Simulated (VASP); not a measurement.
# MgO: single point with PBEsol

MgO:

```
CELL_PARAMETERS angstrom
2.93802 0.00000 0.00000
-1.46901 2.54440 0.00000
0.00000 0.00000 2.67968
ATOMIC_POSITIONS crystal
Mg 0.00000 0.00000 0.00000
O 0.33333 0.66667 0.45802
```

Measurements of this composition are mostly on another form, of space group No. 225.

The cell isn't the ideal one: all O atoms moved +0.113 Å, as atom 2 towards its neighbour atom 2 (O) at 2.680 Å.

```json
{
  "Program": "VASP 6.6.1",
  "Task": "single point",
  "Functional": "PBEsol",
  "Potentials or basis": "VASP PAW PBE potentials, release 64 (Mg, O)",
  "Cutoff": "520 eV",
  "k mesh": "9 × 9 × 8",
  "Occupations": "gaussian, width 0.05 eV",
  "Spin": "no spin polarisation"
}
```

The pressure is -3.2 GPa, the largest force is 0.386 eV/Å and the band gap on the k mesh is 2.90 eV, indirect (least direct gap 3.33 eV).

Forces in eV/Å, atoms in the order of the input:
```
Mg   0.000  0.000 -0.386
O    0.000  0.000  0.386
```

Levels at points of the mesh, in eV from the valence-band top:
```tsv
k point	band 1	band 2	band 3	band 4	band 5	band 6	band 7	band 8
(0.00, 0.00, 0.00)	-17.39	-0.64	-0.64	-0.42	2.90	11.77	15.44	15.44
(0.00, 0.00, 0.50)	-16.30	-5.41	-0.13	-0.13	8.14	8.94	17.41	17.41
```

Wall time 9.3 s on 1 thread of Intel(R) Xeon(R) Platinum 8488C (Sapphire Rapids) (shared host), peak memory 0.14 GiB.

Caveat: the PAW data sets were made with another functional, which shifts forces and pressure a little; an odd mesh through Γ misses points on the zone boundary, where band edges often lie.
